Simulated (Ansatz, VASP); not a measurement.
**Zr: VASP beside Ansatz**

Contents of INCAR:

```
PREC     = Accurate       # precision mode
ENCUT    = 520            # plane-wave cutoff, eV
EDIFF    = 1E-7           # SCF threshold, eV
ISMEAR   = 0              # smearing method
SIGMA    = 0.1            # smearing width, eV
LREAL    = False          # projectors in reciprocal space
LASPH    = True           # aspherical terms in the spheres
NELM     = 100            # most SCF steps
ALGO     = Normal         # electronic algorithm
ISIF     = 2              # what is computed and relaxed
LWAVE    = False          # write WAVECAR
LCHARG   = False          # write CHGCAR
GGA      = PE             # functional
NBANDS   = 12             # bands
```

The input KPOINTS:

```
regular mesh
0
Gamma
  18 18 18
```

POSCAR

```
Zr
1.0
    0.0000000000      2.0966897660      2.0966897660
    2.0966897660      0.0000000000      2.0966897660
    2.0966897660      2.0966897660      0.0000000000
Zr
1
Direct
    0.0000000000      0.0000000000      0.0000000000
```

Input for Ansatz:

```yaml
crystal:
  lattice:
    - [0.0, 2.096689766, 2.096689766]
    - [2.096689766, 0.0, 2.096689766]
    - [2.096689766, 2.096689766, 0.0]
  atoms:
    - { symbol: Zr, position: [0.0, 0.0, 0.0] }
basis:
  ecutwfc: 420
kpoints:
  mp_grid: { grid: [18, 18, 18] }
hamiltonian:
  xc: pbe
scf:
  occupations: { method: gaussian, width: 0.1 }
output:
  forces: true
  stress: true
  eigenvalues: true
  populations: true
```

Alike in both runs: task single point; functional PBE; k mesh 18 × 18 × 18; occupations gaussian, width 0.1 eV; no spin polarisation.

|  | VASP | Ansatz |
| --- | --- | --- |
| version | VASP 6.6.1 | Ansatz 0.2.0 |
| potentials or method | VASP PAW PBE potentials, release 64 (Zr_sv) | scalar-relativistic, plane waves, PAW |
| plane-wave cutoff (eV) | 520 | 420 |
| valence electrons in the cell | 12 | 12 |

|  | VASP | Ansatz | Ansatz less VASP |
| --- | --- | --- | --- |
| gap on the k mesh at the Fermi level (eV) | none | none | - |
| pressure (GPa) | 30.2 | 30.1 | -0.08 |

A gap of «none» marks a metal or a gap that the smearing closes. The functional is the same, so the differences come from potentials, cutoffs and numerics.

Caveats: so large a pressure means that the cell lies far from this level's equilibrium, or that cutoff or potentials fall short (VASP).
